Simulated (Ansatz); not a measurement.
SnTe: pressure against volume per atom

All results are calculated (Ansatz 0.2.0). Periodic Kohn-Sham DFT of a crystal at fixed atoms; pressure and stress are positive in compression; the energy is the free energy less that of spherical unpolarised free atoms; site moments are those in the method's own spheres, positive along +z.

Cell of the first row (space group Fm-3m, No. 225):
```
CELL_PARAMETERS angstrom
0.00000 3.09210 3.09210
3.09210 0.00000 3.09210
3.09210 3.09210 0.00000
ATOMIC_POSITIONS crystal
Sn 0.00000 0.00000 0.00000
Te 0.50000 0.50000 0.50000
```

Settings of every row: method frozen-core PAW; functional PBE; relativity scalar; k mesh 11x11x11; filling fermi-dirac; smearing width 0.08 eV; wave cutoff 420 eV; paw set soft_2.

Atom start moment: 0 on all atoms.

Limits: no spin-orbit coupling on heavy atoms.

```csv
row,volume per atom (Å³),pressure (GPa)
1,29.563,5.502
2,30.192,4.221
3,30.821,?
4,31.135,2.535
5,31.764,1.55
6,32.079,1.095
7,32.708,0.253
8,33.337,-0.507
```

Question: what pressure should row 3 give?

Worked fit of pressure. Take u = (V_r/V)^(2/3) − 1 with V_r = 31.764 Å³ an atom, which is twice the finite (Eulerian) strain; such expansions in the strain, on which the Birch-Murnaghan equation of state is built, carry the rest volume and the bulk modulus. The shown rows have u = 0.04904, 0.03442, 0.01342, 0, -0.00656, -0.01933, -0.03171. Least squares give pressure = 1.5506 + 70.777 × u + 191.38 × u² + 173.3 × u³ GPa; a parabola predicts inner rows, each left out in turn, worse (root mean square 0.0032 against 0.00083 GPa). The rows lie off it by 0.000, 0.000, 0.000, -0.001, 0.001, 0.000, 0.000. The pressure vanishes at u = -0.0234, or V = 32.91 Å³ an atom, and there the bulk modulus at fixed shape and fractions is B = −V dP/dV = (2/3)(1 + u) dP/du = 40.4 GPa. The withheld row has u = 0.02029, so the fit gives 1.5506 + 70.777 × (0.02029) + 191.38 × (0.02029)² + 173.3 × (0.02029)³ = 3.067 GPa.

The calculation gave 3.068 GPa. The fit lies 0.001 GPa (0.017 % of the column's range) below it, one unit of the last digit.
